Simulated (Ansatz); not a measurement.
We consider cubic perovskite LaAlO3 (cubic high-temperature phase), described by PBEsol (PAW; Ansatz, a program for electronic structure).

Settings: plane-wave cutoff 520 eV, 10×10×10 k mesh, Fermi–Dirac smearing 0.01 eV, scalar-relativistic PAW data made under PBE.

Computed at the level's own relaxed cell.

Problem. What does this level give for the bulk modulus B0, pressure derivative B′ of the bulk modulus, smallest direct gap on the k points sampled, equilibrium volume per atom and band gap?

Solution. 
- bulk modulus B0 = 208 GPa
- pressure derivative B′ of the bulk modulus = 4.3
- smallest direct gap on the k points sampled = 3.54 eV
- equilibrium volume per atom = 10.73 Å³/atom
- band gap = 3.45 eV

Measured, for comparison: bulk modulus 215 ± 4 GPa (room temperature, no zero-point or thermal correction, cubic phase above 14 GPa, extrapolated to zero pressure; as tabulated in Guennou et al. (2011), arXiv:1105.1276). Computed (rounded) less measured: bulk modulus -3 %.

Note: the relaxation could not lower the start's symmetry, so the cell can be a saddle point above a distorted one.

Spin–orbit coupling is not included.

The computed numbers hold no vibrational or temperature effects.

Computing time: around 60 core-seconds (rough).
